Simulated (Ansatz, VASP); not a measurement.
## AlN: VASP beside Ansatz

Contents of INCAR:

```
SYSTEM = AlN
PREC     = Accurate       ! precision mode
ENCUT    = 520            ! plane-wave cutoff, eV
EDIFF    = 1E-6           ! SCF threshold, eV
ISMEAR   = 0              ! smearing method
SIGMA    = 0.05           ! smearing width, eV
LREAL    = .FALSE.        ! projectors in reciprocal space
LASPH    = .TRUE.         ! aspherical terms in the spheres
NELM     = 100            ! most SCF steps
ALGO     = Normal         ! electronic algorithm
ISIF     = 2              ! what is computed and relaxed
LWAVE    = .FALSE.        ! write WAVECAR
LCHARG   = .FALSE.        ! write CHGCAR
GGA      = PE             ! functional
NBANDS   = 16             ! bands
```

File KPOINTS:

```
regular mesh
0
G
  8 8 6
  0 0 0
```

File POSCAR:

```
AlN
1.0
    0.0000000000     -2.0013268331     -2.0013268331
    0.0000000000      2.0013268331     -2.0013268331
    4.0026536662      0.0000000000      0.0000000000
Al N
2 2
Direct
    0.5173928713      0.4826071287      0.0000000000
   -0.0173928713      0.0173928713      0.5000000000
    0.4936900135      0.5063099865      0.5000000000
    0.0063099865      0.9936900135      0.0000000000
```

Input for Ansatz:

```yaml
crystal:
  lattice:
    - [0.0, -2.0013268331, -2.0013268331]
    - [0.0, 2.0013268331, -2.0013268331]
    - [4.0026536662, 0.0, 0.0]
  atoms:
    - { symbol: Al, position: [0.5173928713, 0.4826071287, 0.0] }
    - { symbol: Al, position: [-0.0173928713, 0.0173928713, 0.5] }
    - { symbol: "N", position: [0.4936900135, 0.5063099865, 0.5] }
    - { symbol: "N", position: [0.0063099865, 0.9936900135, 0.0] }
basis:
  ecutwfc: 520.0
kpoints:
  mp_grid: { grid: [8, 8, 6] }
hamiltonian:
  xc: pbe
  pseudopotentials: { kind: paw }
scf:
  occupations: { method: gaussian, width: 0.05 }
output:
  forces: true
  stress: true
  eigenvalues: true
```

Change from the starting cell: mode 4 frozen in at -0.071 Å, equal normal strain along x, y and z -0.0167.

Alike in both runs: task single point; functional PBE; k mesh 8 × 8 × 6; occupations gaussian, width 0.05 eV; no spin polarisation.

```csv
,VASP,Ansatz
version,VASP 6.6.1,Ansatz 0.2.0
potentials or method,"VASP PAW PBE potentials, release 64 (Al, N)","scalar-relativistic, plane waves, PAW"
plane-wave cutoff (eV),520,520
valence electrons in the cell,16,16
```

|  | VASP | Ansatz | Ansatz less VASP |
| --- | --- | --- | --- |
| gap on the k mesh at the Fermi level (eV) | 4.87 | 4.90 | +0.024 |
| least direct gap on the mesh (eV) | 4.90 | 4.93 | +0.024 |
| pressure (GPa) | 14.2 | 14.6 | +0.34 |
| largest component of the traceless stress (GPa) | 0.87 | 0.86 | -0.003 |
| rms of the force components (eV/Å) | 0.342 | 0.342 | 0.0000 |

Atom by atom the forces differ by 0.000 eV/Å (rms over components). The functional is the same, so the differences come from potentials, cutoffs and numerics.

A k mesh can miss the band edges.
